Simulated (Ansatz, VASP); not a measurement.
Ru: VASP beside Ansatz

Contents of INCAR:

```
SYSTEM = Ru
  ALGO = Fast
  EDIFF = 1E-6
  ENCUT = 520
  GGA = PE
  ISIF = 2
  ISMEAR = -1
  LASPH = .TRUE.
  LCHARG = .FALSE.
  LREAL = .FALSE.
  LWAVE = .FALSE.
  NBANDS = 13
  NELM = 100
  PREC = Accurate
  SIGMA = 0.05
```

KPOINTS

```
k-points
0
G
  12 12 12
  0 0 0
```

The input POSCAR:

```
Ru
1.0
    0.0000000000      1.9402002583      1.9402002583
    1.9402002583      0.0000000000      1.9402002583
    1.9402002583      1.9402002583      0.0000000000
Ru
1
Direct
    0.0000000000      0.0000000000      0.0000000000
```

input.yaml

```yaml
crystal:
  lattice:
    - [0.0, 1.9402002583, 1.9402002583]
    - [1.9402002583, 0.0, 1.9402002583]
    - [1.9402002583, 1.9402002583, 0.0]
  atoms:
    - { symbol: Ru, position: [0.0, 0.0, 0.0] }
hamiltonian:
  xc: pbe
  pseudopotentials: { kind: paw }
kpoints:
  mp_grid: { grid: [12, 12, 12] }
scf:
  occupations: { method: fermi_dirac, width: 0.05 }
output:
  forces: true
  stress: true
  eigenvalues: true
  write_density: true
  write_potential: true
  elf: true
  volumetric_format: npy
```

This isn't the form of Ru at room conditions, which is hcp.

Alike in both runs: task single point; functional PBE; k mesh 12 × 12 × 12; occupations fermi-dirac, width 0.05 eV; no spin polarisation.

|  | VASP | Ansatz |
| --- | --- | --- |
| version | VASP 6.6.1 | Ansatz 0.2.0 |
| potentials or method | VASP PAW PBE potentials, release 64 (Ru_pv) | Ansatz PAW |
| plane-wave cutoff (eV) | 520 | 420 |
| valence electrons in the cell | 14 | 16 |

VASP gave:

| Quantity | Value |
| --- | --- |
| gap on the k mesh at the Fermi level (eV) | none |
| pressure (GPa) | -15.0 |

Q: What did Ansatz give for the same quantities?

A: gap on the k mesh at the Fermi level (eV): none; pressure (GPa): -14.8.

A gap of «none» marks a metal or a gap that the smearing closes. The two sets of potentials don't hold the same shells in valence.

Caveats: so large a pressure means that the cell lies far from this level's equilibrium, or that cutoff or potentials fall short (VASP).
